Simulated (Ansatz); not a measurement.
This Ansatz input for KBr was spoiled on purpose:

```yaml
crystal:
  lattice:
    - [0.0, 3.3039966991, 3.3039966991]
    - [3.3039966991, 0.0, 3.3039966991]
    - [3.3039966991, 3.3039966991, 0.0]
  atoms:
    - { symbol: K, position: [0.0, 0.0, 0.0] }
    - { symbol: Br, position: [0.5, 0.5, 0.5] }
basis:
  ecutwfc: 500
  ecutrho_ratio: 4
kpoints:
  mp_grid: { grid: [6, 6, 6] }
hamiltonian:
  xc: r2scan
  hubbard: { sites: [{ species: Br, l: f, u_eff: 4.0 }] }
scf:
  occupations: { method: gaussian, width: 0.05 }
  max_iter: 100
output:
  forces: true
  stress: true
```

Launched as:
```sh
ansatz run input.yaml --threads 4 --pin off --max-ram 7168MiB --backend cpu --events-out ev --progress --plain --runs-dir out
```

Question: What is wrong with it?

Answer: A U on a shell that isn't there. Against the sound input: hamiltonian.hubbard: {"sites": [{"species": "Br", "l": "f", "u_eff": 4.0}]} (the cap on iterations is only a precaution).

What the program printed:

```
Error: inconsistent input (hamiltonian.hubbard.sites[].l, hamiltonian.hubbard.sites[].shell): the file of Br doesn't list 4f, and it can't be added: PBE doesn't bind the shell 4f of the free atom, whose level lies at +1.13 eV. Type an atom or ion with it (hamiltonian.pseudopotentials.projection_atoms), take another file or name another shell
```

The input was refused before any iteration. Cost: 0.12 s on 4 threads of Arm Neoverse V2, on a shared host, peak memory 0.082 GiB. The run before the change (r²SCAN, 500 eV, 6×6×6 mesh) gave:

| run | P (GPa) | gap on the mesh (eV) | cell moment (μB) | largest force component (eV/Å) |
| --- | --- | --- | --- | --- |
| sound | 0.0 | 5.07 | – | 0.000 |

The chain of runs began from a cell as deposited in COD, expanded in volume. Of that entry: the entry's cell lengths or inner coordinates differ somewhat from later room-temperature determinations.

Of that run: Semilocal functionals underestimate band gaps, commonly by a third or more.
